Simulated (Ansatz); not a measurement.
A plane-wave DFT run in Ansatz 0.2.0 (scalar-relativistic PAW potentials unless the input names others): input and command.

```yaml
crystal:
  lattice:
    - [0.0, 5.4191884945, -5.4191884945]
    - [5.4191884945, 5.4191884945, 0.0]
    - [5.4191884945, 0.0, -5.4191884945]
  atoms:
    - { symbol: K, position: [0.5, -0.25, 0.0] }
    - { symbol: K, position: [1.0, 0.5, 0.0] }
    - { symbol: K, position: [1.0, 0.0, 0.0] }
    - { symbol: K, position: [0.5, 0.5, 0.5] }
    - { symbol: K, position: [0.5, 0.0, 0.5] }
    - { symbol: K, position: [1.0, 0.5, 0.5] }
    - { symbol: K, position: [1.0, 0.0, 0.5] }
    - { symbol: F, position: [0.2374921466, 0.7500000046, 0.2625078534] }
    - { symbol: F, position: [0.2374921466, 0.2499999954, 0.2625078534] }
    - { symbol: F, position: [0.7562539244, 0.7437460756, 0.2562539244] }
    - { symbol: F, position: [0.756253929, 0.243746071, 0.256253929] }
    - { symbol: F, position: [0.243746071, 0.756253929, 0.743746071] }
    - { symbol: F, position: [0.2437460756, 0.2562539244, 0.7437460756] }
    - { symbol: F, position: [0.7625078534, 0.7500000046, 0.7374921466] }
    - { symbol: F, position: [0.7625078534, 0.2499999954, 0.7374921466] }
total_charge: -1
basis:
  ecutwfc: 420
  precision: f64
kpoints:
  mp_grid: { grid: [4, 4, 4] }
hamiltonian:
  xc: pbe
scf:
  occupations: { method: gaussian, width: 0.05 }
  eigensolver: { kind: davidson }
output:
  forces: true
  eigenvalues: true
  stress: true
```

```bash
ansatz run input.yaml --threads 4 --pin off --max-ram 9216MiB --backend cpu --events-out ev --progress --plain --runs-dir out
```

Abridged log:
```
Basis set: ecut = 420 eV, 6231 PW (Γ), exchange–correlation on 108×108×108 points (8 copies of the dense FFT grid, shifted against one another)
Bands: 75, of which v1, the nominal top of the filled ones, is band 60 counted from 1 (59 counted from 0)
Symmetry: 8 space group operations
k-points: 18 of 64
SCF iter   1: F=—  HF=-17244.525206 eV  |F-HF|=—  |Δ(HF+E_count)|=         —  Δρ=1.75e-2  dr2=7.11e-1  ethr=1.77e-3  ⟨swp⟩=16.4  Hψ=7351  notcnv=1
SCF iter   2: F=—  HF=-17244.319438 eV  |F-HF|=—  |Δ(HF+E_count)|=   2.06e-1  Δρ=4.81e-3  dr2=8.94e-2  ethr=5.93e-4  ⟨swp⟩=4.4  Hψ=3504  notcnv=0  defer=2
SCF iter   3: F=—  HF=-17244.297792 eV  |F-HF|=—  |Δ(HF+E_count)|=   2.16e-2  Δρ=1.84e-3  dr2=2.27e-2  ethr=7.45e-5  ⟨swp⟩=4.4  Hψ=3062  notcnv=0  defer=3
automatic band count: iteration 3 solves 68 bands in place of 75: the levels show a gap, and the empty bands left out lie too high to hold charge; the band table lists the bands solved (type scf.n_extra_bands for more)
SCF iter   4: F=—  HF=-17244.291246 eV  |F-HF|=—  |Δ(HF+E_count)|=   6.55e-3  Δρ=7.81e-4  dr2=4.24e-3  ethr=1.89e-5  ⟨swp⟩=6.0  Hψ=2885  notcnv=0  defer=3
SCF iter   5: F=—  HF=-17244.290684 eV  |F-HF|=—  |Δ(HF+E_count)|=   5.61e-4  Δρ=6.72e-4  dr2=9.68e-4  ethr=3.53e-6  ⟨swp⟩=4.3  Hψ=3388  notcnv=0
SCF iter   6: F=—  HF=-17244.290507 eV  |F-HF|=—  |Δ(HF+E_count)|=   1.78e-4  Δρ=9.75e-5  dr2=5.41e-5  ethr=4.57e-8  ⟨swp⟩=4.0  Hψ=5315  notcnv=0
SCF iter   7: F=—  HF=-17244.290616 eV  |F-HF|=—  |Δ(HF+E_count)|=   1.09e-4  Δρ=4.27e-5  dr2=5.14e-6  ethr=4.51e-8  ⟨swp⟩=3.0  Hψ=2702  notcnv=0
SCF iter   8: F=—  HF=-17244.290618 eV  |F-HF|=—  |Δ(HF+E_count)|=   2.76e-6  Δρ=2.26e-5  dr2=1.09e-6  ethr=4.29e-9  ⟨swp⟩=4.0  Hψ=2806  notcnv=0
SCF iter   9: F=—  HF=-17244.290618 eV  |F-HF|=—  |Δ(HF+E_count)|=   6.36e-8  Δρ=1.28e-5  dr2=2.89e-7  ethr=9.08e-10  ⟨swp⟩=4.1  Hψ=2903  notcnv=0
SCF iter  10: F=-17244.290618 eV  HF=-17244.290618 eV  |F-HF|=5.31e-9  |Δ(HF+E_count)|=   2.49e-8  Δρ=3.00e-6  dr2=1.93e-8  ethr=2.41e-10  ⟨swp⟩=4.0  Hψ=2565  notcnv=0
SCF 1 converged in 10 iterations: F = -17244.290618 eV  dr2 = 1.93e-8
  Residual-converged pass: ⟨swp⟩=3.0  Hψ=2903  notcnv=0  max |occ|·‖R‖ = 6.6e-6 eV (tolerance 6.7e-6 eV) dr2=1.93e-8  dr2_onsite=1.46e-9  max |Δocc| = 0.0e0
SCF converged after 10 iterations
Free energy (F): -17244.290618 eV
Harris-Foulkes:  -17244.290618 eV  (|F-HF|=5.31e-9)
Internal energy: -17244.290618 eV  (E = F + TS)
E sigma→0 (E₀):  -17244.290618 eV
Fermi energy:    3.604752 eV
--- Forces (eV/Å), atoms counted from 1 ---
  atom   1  K      0.00000000     0.00000000     0.00000000
  atom   2  K     -0.19903353     0.19903353    -0.52963975
  atom   3  K      0.19903353    -0.19903353     0.52963975
  atom   4  K      0.19903353    -0.19903353    -0.52963975
  atom   5  K     -0.19903353     0.19903353     0.52963975
  atom   6  K     -0.19537849    -0.19537849     0.00000000
  atom   7  K      0.19537849     0.19537849     0.00000000
  atom   8  F      2.94309772    -2.94309772     0.00000000
  atom   9  F      0.23791114    -0.23791114     0.00000000
  atom  10  F     -0.11651097    -0.11651097     0.03651558
  atom  11  F      0.11651097     0.11651097     0.03651558
  atom  12  F      0.11651097     0.11651097    -0.03651558
  atom  13  F     -0.11651097    -0.11651097    -0.03651558
  atom  14  F     -2.94309772     2.94309772     0.00000000
  atom  15  F     -0.23791114     0.23791114     0.00000000
--- Stress (GPa, compression-positive) ---
        2.084273      -4.897343       0.000000
       -4.897343       2.084273       0.000000
        0.000000       0.000000      -2.028076
  P = ⅓ Tr σ = 0.7135 GPa (7.135 kbar)
```

Apart from outputs and empty bands, the input differs from a reference run on usual settings in scf.eigensolver.kind: not typed → "davidson"; basis.precision: not typed → "f64". The reference, at the same geometry (not necessarily relaxed), gave pressure 0.71 GPa (with the neutralising background of the charged cell), largest force 4.162 eV/Å, gap on the mesh 5.03 eV. This run converged in 10 SCF iterations (reference: 9) with an energy at zero smearing within 0.01 meV/atom of the reference's, pressure 0.71 GPa (with the neutralising background of the charged cell), largest force 4.162 eV/Å, gap on the mesh 5.03 eV.

Time: 25 s on 4 threads of Arm Neoverse N1, with other jobs on the host, peak memory 0.92 GiB.